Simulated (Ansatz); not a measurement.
The system is PbS.

```
CELL_PARAMETERS angstrom
3.65366 0.00000 0.00000
0.00000 3.65366 0.00000
0.00000 0.00000 3.65366
ATOMIC_POSITIONS crystal
Pb 0.00000 0.00000 0.00000
S 0.50000 0.50000 0.50000
```

Measurements of this composition are mostly on another form, of space group No. 225.

* Program: Ansatz 0.2.0
* Task: relaxation of cell and atoms
* Functional: revPBE
* Potentials or basis: Ansatz PAW
* Cutoff: 420 eV (not typed: the program's choice for these potentials)
* k mesh: 7 × 7 × 7
* Occupations: fermi-dirac, width 0.05 eV
* Spin: no spin polarisation

At the start: volume 24.39 Å³/atom.

Task: Where does the relaxation end?

Result: It ends after 4 steps and the volume is 25.09 Å³/atom (+2.9 %); space group Pm-3m (No. 221, to 0.05 Å).

Step by step:
```
step  energy change (eV)  largest force (eV/Å)  volume (Å³)
   1              0.0000                0.0000        48.77
   2             -0.0060                0.0000        50.45
   3             -0.0063                0.0000        50.18
   4             -0.0064                0.0000        50.18
```

Final structure:
```xyz
2
Lattice="3.6884 0.0000 0.0000 0.0000 3.6884 0.0000 0.0000 0.0000 3.6884" Properties=species:S:1:pos:R:3 pbc="T T T"
Pb    0.0000    0.0000    0.0000
S     1.8442    1.8442    1.8442
```

Caveat: the plane-wave basis is chosen anew once the cell has moved, so the energies of steps on either side of that aren't comparable; the PAW data sets come from PBE, with cores solved anew for the run's functional, which leaves a small shift of forces and pressure.
